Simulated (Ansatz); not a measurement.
# AlN with an N vacancy: what each run costs

AlN with an N vacancy, cell charge +2. Cell: 47 atoms, space group P1, a = 9.339 Å, b = 6.226 Å, c = 9.962 Å, α = 90.00°, β = 90.00°, γ = 120.00°.

All runs are DFT with Ansatz 0.2.0 on 4 threads of AMD EPYC 7R13 Processor (Zen 3) (x86_64; 16 cores open to the job, memory cap 8.0 GiB, no GPU), a shared host.

Task: Rank the runs by wall time, shortest first.
A. single point at relaxed positions, r2SCAN, collinear spin, 500 eV, 3×4×2 k-points, smearing 0.01 eV
B. relaxation of the ions, PBE, collinear spin, 420 eV, 3×4×2 k-points, smearing 0.01 eV
C. single point, PBE, collinear spin, 420 eV, 3×4×2 k-points, smearing 0.01 eV

Result: C (84 s, 2.6 GiB), A (2.8 min, 4 GiB), B (5.1 min, 2.9 GiB).
